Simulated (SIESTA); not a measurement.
TePb under changes of volume

One of the cells (33.730 Å³/atom); the others are scaled copies at fixed shape and fractional positions:

```
Pb Te
1.0
     0.00000    3.23100    3.23100
     3.23100    0.00000    3.23100
     3.23100    3.23100    0.00000
Pb Te
1 1
Cartesian
  0.0000 0.0000 0.0000
  3.2310 3.2310 3.2310
```

| Property | Result |
| --- | --- |
| Program | SIESTA 5.4.2 |
| Functional | vdW-DF-cx |
| Potentials or basis | PseudoDojo 0.4 standard (PBE files) |
| Basis | DZP (energy shift 0.002 Ry) |
| Grid cutoff | 500 Ry |
| Energy shift | 0.002 Ry |
| k mesh | 7 × 7 × 7 |
| Occupations | fermi-dirac, width 0.05 eV |
| Spin | no spin polarisation |

| volume (Å³/atom) | energy over the lowest point (meV/atom) | pressure (GPa) |
| --- | --- | --- |
| 31.706 | ? | ? |
| 32.380 | 20.11 | 3.3 |
| 33.055 | 8.84 | 2.1 |
| 33.730 | 2.85 | 1.1 |
| 34.404 | 0.00 | 0.2 |
| 35.079 | 0.70 | -0.6 |
| 35.753 | 4.74 | -1.3 |

Problem. What does the run at 31.706 Å³/atom give?

Solution. Energy over the lowest point 36.33 meV/atom; pressure 4.5 GPa.

Worked out: A Birch-Murnaghan fit of order 3 (a polynomial in V^(-2/3)) to the other rows has its minimum at 34.56 Å³/atom with B0 = V·E''(V) = 40 GPa and B' = 5.7. It gives 36.04 meV/atom at 31.706 Å³/atom, against the run's 36.33, and -dE/dV = 4.5 GPa, against 4.5.

Energies are extrapolated to zero smearing.

Caveats: semicore shells carry a single zeta, which can move pressures by several GPa and volumes by a few percent; the potentials were made for another functional, which shifts forces and pressure; the basis of atomic orbitals isn't converged, which shifts pressures, moduli and gaps.
